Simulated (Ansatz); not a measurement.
# Al2Cu: straining the crystal, a shear that moves c along a

An exercise on one series of results from a longer session: the logs are not shown, and one member is left open.

Computed with Ansatz 0.2.0 (DFT PBE, scalar-relativistic, plane waves, PAW, unless a step's input says otherwise).

2 further runs of the same task are left out: 2 set aside as unsound or not needed.

### The structure to begin with

The structure is tetragonal, space group I4/mcm (No. 140). Conventional cell: a = 6.052 Å, b = 6.052 Å, c = 4.883 Å, α = 90.00°, β = 90.00°, γ = 90.00°. Around Al (site symmetry m2m) lie 4 Cu at 2.58 Å and 3 Al at 2.72 to 2.90 Å. Cu (site symmetry 422) is surrounded by 2 Cu at 2.44 Å and 8 Al at 2.58 Å.

Structure file:

```
Al Cu
1.0
     6.05249    0.00000    0.00000
     0.00000    6.05249    0.00000
     0.00000    0.00000    4.88289
Al Cu
8 4
Direct
  0.15869 0.34131 0.00000
  0.15869 0.65869 0.50000
  0.84131 0.34131 0.50000
  0.84131 0.65869 0.00000
  0.65869 0.84131 0.50000
  0.65869 0.15869 0.00000
  0.34131 0.84131 0.00000
  0.34131 0.15869 0.50000
  0.00000 0.00000 0.75000
  0.00000 0.00000 0.25000
  0.50000 0.50000 0.25000
  0.50000 0.50000 0.75000
```

It goes back to an entry of the Materials Project.

Set-up of the first run:

File input.yaml:

```yaml
crystal:
  lattice:
    - [6.0524867092, 0.0, 0.0]
    - [0.0, 6.0524867092, 0.0]
    - [0.0, 0.0, 4.8828853613]
  atoms:
    - { symbol: Al, position: [0.1586946209, 0.3413053791, 0.0] }
    - { symbol: Al, position: [0.1586946209, 0.6586946209, 0.5] }
    - { symbol: Al, position: [0.8413053791, 0.3413053791, 0.5] }
    - { symbol: Al, position: [0.8413053791, 0.6586946209, 0.0] }
    - { symbol: Al, position: [0.6586946209, 0.8413053791, 0.5] }
    - { symbol: Al, position: [0.6586946209, 0.1586946209, 0.0] }
    - { symbol: Al, position: [0.3413053791, 0.8413053791, 0.0] }
    - { symbol: Al, position: [0.3413053791, 0.1586946209, 0.5] }
    - { symbol: Cu, position: [0.0, 0.0, 0.75] }
    - { symbol: Cu, position: [0.0, 0.0, 0.25] }
    - { symbol: Cu, position: [0.5, 0.5, 0.25] }
    - { symbol: Cu, position: [0.5, 0.5, 0.75] }
basis:
  ecutwfc: 420
kpoints:
  mp_grid: { grid: [6, 6, 8] }
hamiltonian:
  xc: pbe
scf:
  occupations: { method: gaussian, width: 0.1 }
output:
  forces: true
  stress: true
  eigenvalues: true
```

Started as:

```bash
> ansatz run input.yaml --threads 1 --pin off --max-ram 2560MiB --backend cpu --events-out ev --progress --plain --runs-dir out
```

Steps of the session up to this table: The unstrained reference; At +1.0 %; Strain +2.0 %; Strain +3.0 %; Strain +4.0 %; Strain +6.0 %.

One of the session's tables, all rows but one given; the rest of the session is left out.

It belongs to the step «Energy and stress against strain (a metal throughout)». Lengths are those of the vectors of the cell that was run; stresses in GPa:

| strain (%) | ΔE (meV/atom) |
| --- | --- |
| +0.0 | 0.0 |
| +1.0 | ? |
| +2.0 | 1.2 |
| +3.0 | 2.4 |
| +4.0 | 3.9 |
| +6.0 | 7.3 |

Estimate the missing values for strain (%) = +1.0.

Worked estimate for «ΔE (meV/atom)». A straight line through the neighbours (0.0, 0.0) and (2.0, 1.2) gives 0.0 + (1.2 − 0.0) × (1.0 − 0.0) / (2.0 − 0.0) = 0.6; a parabola fitted to 3 rows on both sides gives 0.4.

**Answer.** ΔE (meV/atom): 0.3. In «ΔE (meV/atom)» the line misses by +0.3 and the parabola by +0.1.

ΔE is over the unstrained cell. Stress in GPa, positive in compression, on the Cartesian axes of the input. 

Caveats from the session: Warnings in the runs' records: stress scf threshold loose.
